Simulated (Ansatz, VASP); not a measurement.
**Two plane-wave programs on TiC**

INCAR

```
SYSTEM = TiC
PREC = Accurate ; ENCUT = 520
EDIFF = 1E-6 ; ISMEAR = 0
SIGMA = 0.1 ; LREAL = .FALSE.
LASPH = .TRUE. ; NELM = 100
ALGO = Normal ; ISIF = 2
LWAVE = .FALSE. ; LCHARG = .FALSE.
GGA = PE ; NBANDS = 15
```

Contents of KPOINTS:

```
Automatic mesh
0
G
  8 8 8
  0 0 0
```

POSCAR

```
TiC
1.0
    0.0000000000      2.1593000000      2.1593000000
    2.1593000000      0.0000000000      2.1593000000
    2.1593000000      2.1593000000      0.0000000000
Ti C
1 1
Direct
    0.0000000000      0.0000000000      0.0000000000
    0.5000000000      0.5000000000      0.5000000000
```

Input for Ansatz:

```yaml
crystal:
  lattice:
    - [0.0, 2.1593, 2.1593]
    - [2.1593, 0.0, 2.1593]
    - [2.1593, 2.1593, 0.0]
  atoms:
    - { symbol: Ti, position: [0.0, 0.0, 0.0] }
    - { symbol: C, position: [0.5, 0.5, 0.5] }
basis:
  ecutwfc: 420
kpoints:
  mp_grid: { grid: [8, 8, 8] }
hamiltonian:
  xc: pbe
scf:
  occupations: { method: gaussian, width: 0.1 }
output:
  forces: true
  stress: true
  eigenvalues: true
```

Alike in both runs: task single point; functional PBE; k mesh 8 × 8 × 8; occupations gaussian, width 0.1 eV; no spin polarisation.

|  | VASP | Ansatz |
| --- | --- | --- |
| version | VASP 6.6.1 | Ansatz 0.2.0 |
| potentials or method | VASP PAW PBE potentials, release 64 (Ti_sv, C) | scalar-relativistic, plane waves, PAW |
| plane-wave cutoff (eV) | 520 | 420 |
| valence electrons in the cell | 16 | 16 |

VASP gave:

```
gap on the k mesh at the Fermi level (eV) : none
pressure (GPa)                            : 2.8
```

Estimate Ansatz's values.

gap on the k mesh at the Fermi level (eV): none; pressure (GPa): 2.6.

A gap of «none» marks a metal or a gap that the smearing closes. The functional is the same, so the differences come from potentials, cutoffs and numerics.
